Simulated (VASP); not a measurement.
# HC32N in VASP: a series of runs, part 2 of 3

VASP 6.6.1.

## Step 3: Single point, PBE+D3(BJ)

INCAR

```
ALGO = Fast ; EDIFF = 1E-6
ENCUT = 520 ; GGA = PE
ISIF = 2 ; ISMEAR = -1
IVDW = 12 ; LASPH = True
LCHARG = False ; LREAL = Auto
LWAVE = False ; NBANDS = 90
NELM = 60 ; PREC = Accurate
SIGMA = 0.02
```

KPOINTS

```
k-points
0
Gamma
  1 1 1
```

POSCAR

```
HC32N
1.0
    9.8640000000      0.0000000000      0.0000000000
   -4.9320000000      8.5424750000      0.0000000000
    0.0000000000      0.0000000000     13.0000000000
C N H
32 1 1
Direct
    0.0000000000      0.0000000000      0.0769231000
    0.1666667000      0.0833333000      0.0769231000
    0.0000000000      0.2500000000      0.0769231000
    0.1666667000      0.3333333000      0.0769231000
    0.0000000000      0.5000000000      0.0769231000
    0.1666667000      0.5833333000      0.0769231000
    0.0000000000      0.7500000000      0.0769231000
    0.1666667000      0.8333333000      0.0769231000
    0.2500000000      0.0000000000      0.0769231000
    0.4166667000      0.0833333000      0.0769231000
    0.2500000000      0.2500000000      0.0769231000
    0.4166667000      0.3333333000      0.0769231000
    0.2500000000      0.5000000000      0.0769231000
    0.4166667000      0.5833333000      0.0769231000
    0.2500000000      0.7500000000      0.0769231000
    0.4166667000      0.8333333000      0.0769231000
    0.5000000000      0.0000000000      0.0769231000
    0.6666667000      0.0833333000      0.0769231000
    0.5000000000      0.2500000000      0.0769231000
    0.6666667000      0.3333333000      0.0769231000
    0.5000000000      0.5000000000      0.0769231000
    0.6666667000      0.5833333000      0.0769231000
    0.5000000000      0.7500000000      0.0769231000
    0.6666667000      0.8333333000      0.0769231000
    0.7500000000      0.0000000000      0.0769231000
    0.9166667000      0.0833333000      0.0769231000
    0.7500000000      0.2500000000      0.0769231000
    0.9166667000      0.3333333000      0.0769231000
    0.7500000000      0.5000000000      0.0769231000
    0.9166667000      0.5833333000      0.0769231000
    0.7500000000      0.7500000000      0.0769231000
    0.9166667000      0.8333333000      0.0769231000
    0.4960910000      0.7497199000      0.1915385000
    0.5075209000      0.7532451000      0.2707692000
```

Potentials or basis: VASP PAW PBE potentials, release 64 (C, N, H).

Run with:

```bash
> cat potpaw_PBE.64/C/POTCAR potpaw_PBE.64/N/POTCAR potpaw_PBE.64/H/POTCAR > POTCAR
> mpirun -np 1 vasp_gam > vasp.out
```

OUTCAR:

```text
EDIFF = 1E-6
   ENCUT = 520
   GGA = PE
   ISIF = 2
   ISMEAR = -1
   IVDW = 12
   LASPH = True
   LREAL = Auto
   NELM = 60
   PREC = Accurate
 IVDW          = 12

 ion  position               nearest neighbor table
   1  0.000  0.000  0.077-  26 1.42   2 1.42  32 1.42
   2  0.167  0.083  0.077-   9 1.42   1 1.42  11 1.42
   3  0.000  0.250  0.077-  28 1.42   4 1.42  26 1.42
   4  0.167  0.333  0.077-  11 1.42   3 1.42  13 1.42
   5  0.000  0.500  0.077-  30 1.42   6 1.42  28 1.42
   6  0.167  0.583  0.077-  13 1.42   5 1.42  15 1.42
[... 14 lines left out ...]
  21  0.500  0.500  0.077-  14 1.42  22 1.42  12 1.42
  22  0.667  0.583  0.077-  29 1.42  21 1.42  31 1.42
  23  0.500  0.750  0.077-  16 1.42  24 1.42  14 1.42  33 1.49
  24  0.667  0.833  0.077-  31 1.42  23 1.42  25 1.42
  25  0.750  0.000  0.077-  18 1.42  26 1.42  24 1.42
  26  0.917  0.083  0.077-   1 1.42  25 1.42   3 1.42
  27  0.750  0.250  0.077-  20 1.42  28 1.42  18 1.42
  28  0.917  0.333  0.077-   3 1.42  27 1.42   5 1.42
  29  0.750  0.500  0.077-  22 1.42  30 1.42  20 1.42
  30  0.917  0.583  0.077-   5 1.42  29 1.42   7 1.42
  31  0.750  0.750  0.077-  24 1.42  32 1.42  22 1.42
  32  0.917  0.833  0.077-   7 1.42  31 1.42   1 1.42
[... 238 lines left out ...]
      1     -22.2039      2.00000
      2     -20.9025      2.00000
      3     -20.0012      2.00000
      4     -19.9967      2.00000
      5     -19.8392      2.00000
      6     -19.8351      2.00000
[... 71 lines left out ...]
     78       1.6904      0.00000
     79       2.5060      0.00000
 [bands above 79 left out]

------------------------ aborting loop because EDIFF is reached ----------------------------------------

 Edisp (eV)   -2.95248

 E8    (eV) :    -0.9149

  FORCE on cell =-STRESS in cart. coord.  units (eV):
  Direction    XX          YY          ZZ          XY          YZ          ZX
  --------------------------------------------------------------------------------------
  -------------------------------------------------------------------------------------
  Total       4.39056     4.62232    -1.28535    -0.17250     0.10053     0.12874
  in kB       6.42171     6.76067    -1.87997    -0.25231     0.14703     0.18830
  external pressure =        3.77 kB  Pullay stress =        0.00 kB

 VOLUME and BASIS-vectors are now :
 -----------------------------------------------------------------------------
  energy-cutoff  :      520.00
  volume of cell :     1095.42
      direct lattice vectors                 reciprocal lattice vectors
     9.864000000  0.000000000  0.000000000     0.101378751  0.058531046  0.000000000
    -4.932000000  8.542475000  0.000000000     0.000000000  0.117062093  0.000000000
     0.000000000  0.000000000 13.000000000     0.000000000  0.000000000  0.076923077

 POSITION                                       TOTAL-FORCE (eV/Angst)
 -----------------------------------------------------------------------------------
      0.00000      0.00000      1.00000         0.198871      0.116086      0.028768
      1.23300      0.71187      1.00000        -0.003672     -0.011395     -0.035043
     -1.23300      2.13562      1.00000         0.199926     -0.120138     -0.014880
      0.00000      2.84749      1.00000         0.048645      0.088497      0.081247
     -2.46600      4.27124      1.00000        -0.044575     -0.029111      0.015239
     -1.23300      4.98311      1.00000         0.090903      0.076116     -0.167678
[... 26 lines left out ...]
      1.19582      6.40446      2.49000        -0.706562     -0.179591      1.812264
      1.29118      6.43458      3.52000         0.468575      0.146030     -1.451273
 -----------------------------------------------------------------------------------
    total drift:                               -0.000367     -0.000069      0.024206

  FREE ENERGIE OF THE ION-ELECTRON SYSTEM (eV)
  ---------------------------------------------------
  free  energy   TOTEN  =      -303.8924283522 eV

  energy  without entropy=     -303.8920338888  energy(sigma->0) =     -303.89223112
```

OSZICAR:

```text
N       E                     dE             d eps       ncg     rms          rms(c)
DAV:   1     0.130491632827E+04    0.13049E+04   -0.60836E+04   188   0.124E+03
DAV:   2    -0.120589836009E+03   -0.14255E+04   -0.13654E+04   270   0.295E+02
DAV:   3    -0.315897546773E+03   -0.19531E+03   -0.19424E+03   224   0.117E+02
[... 19 lines left out ...]
RMM:  23    -0.300939934425E+03   -0.36426E-04   -0.10986E-05   208   0.787E-03    0.119E-03
RMM:  24    -0.300939942756E+03   -0.83311E-05   -0.38199E-06   175   0.470E-03    0.157E-03
RMM:  25    -0.300939946105E+03   -0.33486E-05   -0.77496E-07   149   0.240E-03    0.102E-03
RMM:  26    -0.300939947112E+03   -0.10065E-05   -0.20757E-07   126   0.123E-03    0.342E-04
RMM:  27    -0.300939947964E+03   -0.85289E-06   -0.15545E-07   115   0.933E-04
   1 F= -.30389243E+03 E0= -.30389223E+03  d E =-.394463E-03
```

stdout:

```text
POSCAR found type information on POSCAR C N H
 POSCAR found :  3 types and      34 ions
 scaLAPACK will be used
 LDA part: xc-table for (Slater+PW92), standard interpolation
 POSCAR, INCAR and KPOINTS ok, starting setup
 FFT: planning ... GRIDC
 FFT: planning ... GRID_SOFT
 FFT: planning ... GRID
 WAVECAR not read
 entering main loop
```

Run time: 5.4 min. Hardware: 1 thread of Intel Xeon 6975P-C (Granite Rapids), shared host; peak memory 1.1 GiB.

Results:

| Property | Result |
| --- | --- |
| Free energy | -303.8924 eV |
| Largest force | 2.364 eV/Å |
| Band gap on the k mesh | 0.30 eV, direct |
| Dispersion energy per atom | -0.087 eV |

Forces on the atoms (eV/Å):
```
C    0.199  0.116  0.029
C   -0.004 -0.011 -0.035
C    0.200 -0.120 -0.015
C    0.049  0.088  0.081
C   -0.045 -0.029  0.015
C    0.091  0.076 -0.168
C   -0.005  0.227 -0.015
C    0.113 -0.004  0.080
C   -0.203  0.111  0.036
C    0.044 -0.076  0.086
C   -0.006 -0.218  0.033
C   -0.042  0.053  0.090
C   -0.057 -0.375 -0.191
C    0.088 -2.275 -0.636
C   -0.388  0.103 -0.216
C   -1.911  1.218 -0.535
C   -0.301  0.199 -0.226
C    0.069 -0.101 -0.194
C   -0.208 -0.119 -0.013
C   -0.068 -0.036  0.016
C   -0.026 -0.337 -0.195
C   -0.040  0.126 -0.187
C    0.302  0.022  2.345
C    1.766  1.032 -0.508
C    0.220  0.333 -0.132
C   -0.051 -0.066  0.077
C    0.000  0.070  0.014
C    0.078 -0.049  0.016
C    0.062 -0.039  0.015
C   -0.006  0.098  0.016
C    0.390  0.018 -0.127
C   -0.074 -0.003  0.081
N   -0.707 -0.180  1.812
H    0.469  0.146 -1.451
```

## Step 4: Single point, PBE+D3(BJ)

INCAR

```
SYSTEM = HC32N
PREC = Accurate ; ENCUT = 520
EDIFF = 1E-7 ; ISMEAR = -1
SIGMA = 0.02 ; LREAL = Auto
LASPH = .True. ; NELM = 60
ALGO = Normal ; ISIF = 2
LWAVE = .False. ; LCHARG = .False.
GGA = PE ; IVDW = 12
NBANDS = 90
```

KPOINTS

```
regular mesh
0
Gamma
  1 1 1
  0 0 0
```

POSCAR

```
HC32N
1.0
    9.8640000000      0.0000000000      0.0000000000
   -4.9320000000      8.5424750000      0.0000000000
    0.0000000000      0.0000000000     13.0000000000
C N H
32 1 1
Direct
   -0.0035681943      0.0009130843      0.0710384615
    0.1637432236      0.0837111025      0.0655615385
   -0.0051943678      0.2554060738      0.0551846154
    0.1620588488      0.3347624664      0.0620153846
    0.0002562203      0.5060477204      0.0748615385
    0.1640835328      0.5841281362      0.0651230769
   -0.0133992536      0.7396451263      0.0629384615
    0.1529151337      0.8276875262      0.0711846154
    0.2448166565     -0.0025402474      0.0711846154
    0.4189157013      0.0863918244      0.0800076923
    0.2434328087      0.2503489914      0.0713076923
    0.4099385168      0.3327724108      0.0734538462
    0.2487725256      0.5016813043      0.0692538462
    0.4142086919      0.5862235476      0.0846923077
    0.2364833625      0.7469732133      0.0686923077
    0.3999478588      0.8350741442      0.0925538462
    0.5004568799      0.0018261686      0.0894000000
    0.6750637113      0.0889554842      0.0876384615
    0.4962350123      0.2531350692      0.0772846154
    0.6611089649      0.3325382866      0.0806000000
    0.4955509474      0.5004287399      0.0873538462
    0.6646895091      0.5842451983      0.0783230769
    0.4755573370      0.7466337332      0.1207153846
    0.6716583174      0.8366661887      0.1180153846
    0.7491488387      0.0000819435      0.0825000000
    0.9124821801      0.0846358930      0.0635461538
    0.7548209902      0.2583443323      0.0780615385
    0.9178267828      0.3428514570      0.0608769231
    0.7437066042      0.4971861199      0.0755076923
    0.9091181195      0.5783335626      0.0813384615
    0.7462420243      0.7495602855      0.0807923077
    0.9103626375      0.8289166781      0.0752384615
    0.5728011675      0.7850183934      0.2093692308
    0.5597186452      0.6880909807      0.2368000000
```

Potentials or basis: VASP PAW PBE potentials, release 64 (C, N, H).

Run with:

```bash
> cat potpaw_PBE.64/C/POTCAR potpaw_PBE.64/N/POTCAR potpaw_PBE.64/H/POTCAR > POTCAR
> mpirun -np 1 vasp_gam > vasp.out
```

OUTCAR:

```text
SYSTEM = HC32N
   PREC = Accurate
   ENCUT = 520
   EDIFF = 1E-7
   ISMEAR = -1
   LREAL = Auto
   LASPH = .True.
   NELM = 60
   ISIF = 2
   GGA = PE
   IVDW = 12
 IVDW          = 12

 ion  position               nearest neighbor table
   1  0.996  0.001  0.071-   2 1.43  26 1.44  32 1.47
   2  0.164  0.084  0.066-  11 1.43   1 1.43   9 1.43
   3  0.995  0.255  0.055-  28 1.41   4 1.43  26 1.46
   4  0.162  0.335  0.062-  11 1.42  13 1.43   3 1.43
   5  0.000  0.506  0.075-  30 1.40   6 1.41  28 1.41
   6  0.164  0.584  0.065-  15 1.39   5 1.41  13 1.43
[... 14 lines left out ...]
  21  0.496  0.500  0.087-  14 1.43  12 1.44  22 1.45
  22  0.665  0.584  0.078-  31 1.41  29 1.42  21 1.45
  23  0.476  0.747  0.121-  33 1.42  16 1.45  14 1.46  24 1.68
  24  0.672  0.837  0.118-  33 1.46  31 1.46  25 1.47  23 1.68
  25  0.749  0.000  0.083-  18 1.40  26 1.42  24 1.47
  26  0.912  0.085  0.064-  25 1.42   1 1.44   3 1.46
  27  0.755  0.258  0.078-  28 1.41  20 1.44  18 1.45
  28  0.918  0.343  0.061-   5 1.41   3 1.41  27 1.41
  29  0.744  0.497  0.076-  20 1.41  30 1.42  22 1.42
  30  0.909  0.578  0.081-   7 1.40   5 1.40  29 1.42
[... 238 lines left out ...]
  band No.  band energies     occupation
      1     -23.2774      2.00000
      2     -21.2003      2.00000
      3     -20.0495      2.00000
      4     -20.0027      2.00000
      5     -19.8769      2.00000
      6     -19.8130      2.00000
[... 71 lines left out ...]
     78       2.3235      0.00000
     79       3.0446      0.00000
 [bands above 79 left out]

------------------------ aborting loop because EDIFF is reached ----------------------------------------

 Edisp (eV)   -2.96164

 E8    (eV) :    -0.9170

  FORCE on cell =-STRESS in cart. coord.  units (eV):
  Direction    XX          YY          ZZ          XY          YZ          ZX
  --------------------------------------------------------------------------------------
  -------------------------------------------------------------------------------------
  Total       2.48996    -0.94062    -1.73689    -1.84047     0.90510     1.17390
  in kB       3.64185    -1.37576    -2.54040    -2.69190     1.32381     1.71697
  external pressure =       -0.09 kB  Pullay stress =        0.00 kB

 VOLUME and BASIS-vectors are now :
 -----------------------------------------------------------------------------
  energy-cutoff  :      520.00
  volume of cell :     1095.42
      direct lattice vectors                 reciprocal lattice vectors
     9.864000000  0.000000000  0.000000000     0.101378751  0.058531046  0.000000000
    -4.932000000  8.542475000  0.000000000     0.000000000  0.117062093  0.000000000
     0.000000000  0.000000000 13.000000000     0.000000000  0.000000000  0.076923077

 POSITION                                       TOTAL-FORCE (eV/Angst)
 -----------------------------------------------------------------------------------
      9.82430      0.00780      0.92350         0.453393     -0.621060     -0.690927
      1.20230      0.71510      0.85230        -0.459414     -0.535110      0.939335
      8.55310      2.18180      0.71740         1.376846     -1.153857      0.271122
     -0.05250      2.85970      0.80620         0.030850      0.064486      0.134423
     -2.49330      4.32290      0.97320         0.316469     -1.477608     -1.147466
     -1.26240      4.98990      0.84660        -0.433711     -0.211965      0.792805
[... 26 lines left out ...]
      1.77840      6.70600      2.72180        -0.818606      3.443545     -0.733305
      2.12740      5.87800      3.07840         1.406565     -2.187346      1.080229
 -----------------------------------------------------------------------------------
    total drift:                               -0.032255     -0.023738     -0.005903

  FREE ENERGIE OF THE ION-ELECTRON SYSTEM (eV)
  ---------------------------------------------------
  free  energy   TOTEN  =      -305.8962334032 eV

  energy  without entropy=     -305.8962334032  energy(sigma->0) =     -305.89623340
```

stdout:

```text
POSCAR found type information on POSCAR C N H
 POSCAR found :  3 types and      34 ions
 scaLAPACK will be used
 LDA part: xc-table for (Slater+PW92), standard interpolation
 POSCAR, INCAR and KPOINTS ok, starting setup
 FFT: planning ... GRIDC
 FFT: planning ... GRID_SOFT
 FFT: planning ... GRID
 WAVECAR not read
 entering main loop
```

It took 5.2 min on 1 thread of Intel Xeon 6975P-C (Granite Rapids), shared host; peak memory 1.1 GiB.

Results:

* Free energy: -305.8962 eV
* Largest force: 3.615 eV/Å
* Band gap on the k mesh: 2.82 eV, direct
* Dispersion energy per atom: -0.087 eV

Forces on the atoms (eV/Å):
```
C    0.453 -0.621 -0.691
C   -0.459 -0.535  0.939
C    1.377 -1.154  0.271
C    0.031  0.064  0.134
C    0.316 -1.478 -1.147
C   -0.434 -0.212  0.793
C    0.065  2.453  2.107
C    0.425  1.190 -1.341
C    0.534  0.489  0.272
C   -2.064 -1.070 -0.558
C    0.618 -0.141 -0.946
C    0.017  1.009  0.943
C   -0.260 -0.011 -0.571
C   -1.064 -1.408  0.602
C    1.792  1.759  1.099
C    1.435  0.802 -0.288
C   -0.716  0.112  0.278
C   -2.160 -0.759 -0.261
C    0.176 -1.493  0.107
C    0.881  0.660 -0.370
C   -0.278  0.392 -1.374
C   -0.857 -0.238  0.693
C    0.913 -1.063 -1.440
C    0.282  0.383 -1.038
C   -0.003  0.920  1.285
C    0.538  0.052  0.290
C   -1.269 -1.903 -0.357
C   -0.211 -1.161  1.384
C    0.129  0.218  0.735
C   -0.260  0.732 -1.725
C    0.003 -0.761  1.226
C   -0.538  1.516 -1.401
N   -0.819  3.444 -0.733
H    1.407 -2.187  1.080
```

(Continued in part 3 of 3.)
